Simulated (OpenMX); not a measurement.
## BN under changes of volume

One of the cells (8.967 Å³/atom); the others are scaled copies at fixed shape and fractional positions:

```
N B
1.0
     2.49824    0.00000    0.00000
    -1.24912    2.16354    0.00000
     0.00000    0.00000    6.63570
N B
2 2
Direct
  0.66667 0.33333 0.25000
  0.33333 0.66667 0.75000
  0.66667 0.33333 0.75000
  0.33333 0.66667 0.25000
```

- Program: OpenMX 3.8.5
- Functional: PBE
- Potentials or basis: OpenMX 2013 PBE set, N6.0-s2p2, B7.0-s2p2, fixed grid of 27 × 27 × 80 points
- k mesh: 13 × 13 × 5
- Occupations: fermi-dirac, width 0.05 eV
- Spin: no spin polarisation

```csv
volume (Å³/atom),energy over the lowest point (meV/atom),gap on the mesh (eV)
8.429,67.77,4.50
8.608,41.42,4.47
8.787,22.02,4.44
8.967,?,?
9.146,1.84,4.38
9.325,0.00,4.35
9.505,3.08,4.32
```

Question: What does the run at 8.967 Å³/atom give?

Answer: Energy over the lowest point 9.02 meV/atom; gap on the mesh 4.41 eV.

Worked out: A Birch-Murnaghan fit of order 3 (a polynomial in V^(-2/3)) to the other rows has its minimum at 9.30 Å³/atom with B0 = V·E''(V) = 229 GPa and B' = 3.6 at fixed shape and positions, which overstates the stiffness. It gives 8.98 meV/atom at 8.967 Å³/atom, against the run's 9.02. A straight line through the other rows of the gap, of slope -1.5 eV per unit of ln V, gives 4.41 eV, against the run's 4.41.

Energies are extrapolated to zero smearing.

Caveats: an odd mesh through Γ misses points on the zone boundary, where band edges often lie; this functional lacks dispersion, which binds the layers, so the pressure and a relaxed spacing across them are unreliable; the basis of atomic orbitals isn't converged, which shifts pressures, moduli and gaps.
